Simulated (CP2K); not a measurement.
Ru:

```xyz
2
Lattice="2.7058 0.0000 0.0000 -1.3529 2.3433 0.0000 0.0000 0.0000 4.2819" Properties=species:S:1:pos:R:3 pbc="T T T"
Ru    1.3529    0.7811    3.2114
Ru    0.0000    1.5622    1.0705
```

Base run:

| Quantity | Value |
| --- | --- |
| Program | CP2K 2026.2 |
| Functional | AM05 |
| Potentials or basis | POTENTIAL_UZH Ru GTH-PBE-q16; TZVP-MOLOPT-PBE-GTH basis |
| Density cutoff | 9184 eV |
| k mesh | 11 × 11 × 6 |
| Occupations | fermi-dirac, width 0.05 eV |
| Spin | no spin polarisation |

Its results: band gap on the k mesh none (metal or under the smearing width); pressure -4.8 GPa.

Problem. The run is repeated on the same cell with these changes: functional from AM05 to OLYP. What comes out?

Solution. Band gap on the k mesh none (metal or under the smearing width); pressure 0.5 GPa.

OLYP binds less tightly than AM05, so the same cell stands under more pressure.

Caveats: the potentials were made for another functional, which shifts forces and pressure; the basis of atomic orbitals isn't converged, which shifts pressures, moduli and gaps.
